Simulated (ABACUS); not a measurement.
CsBr, 2 atoms in the cell. The structure is cubic, space group Pm-3m (No. 221). Conventional cell: a = 4.326 Å, b = 4.326 Å, c = 4.326 Å, α = 90.00°, β = 90.00°, γ = 90.00°. Around Cs (site symmetry m-3m) lie 8 Br at 3.75 Å. Br (site symmetry m-3m) is surrounded by 8 Cs at 3.75 Å. The cell comes from a database or a generator and needn't be the stable form of this composition.

```yaml
Program: ABACUS 3.10.1
Task: single point
Functional: PBE
Potentials_or_basis: PseudoDojo NC SR 0.4.1 PBE standard
Cutoff: 680 eV
Density_cutoff: 2721 eV
Basis: plane waves
k_mesh: 6 × 6 × 6
Occupations: fermi-dirac, width 0.05 eV
Spin: no spin polarisation
Radial_cutoff_of_the_potentials_pseudo_rcut: 10 bohr
SCF_threshold_on_the_density: 1e-08
Max_SCF_steps: 100
Eigensolver: dav
Mixing: broyden
Mixing_share: 0.7
Symmetry_key: 1
Bands: 12
```

Potentials or basis: PseudoDojo NC SR 0.4.1 PBE standard, plane waves.

The run is started by

```sh
$ OMP_NUM_THREADS=1 mpirun -np 4 abacus > log
```

Hardware: 4 MPI ranks on Intel(R) Xeon(R) Platinum 8375C CPU @ 2.90GHz (Ice Lake), with other jobs on the host.

**Question.** Estimate the wall time of this run.

**Answer.** Run time: 4.1 s on 4 MPI ranks on Intel(R) Xeon(R) Platinum 8375C CPU @ 2.90GHz (Ice Lake), with other jobs on the host, peak memory 0.24 GiB a rank. Counts: scf iterations 7, k points 20, bands 12, ranks 4.
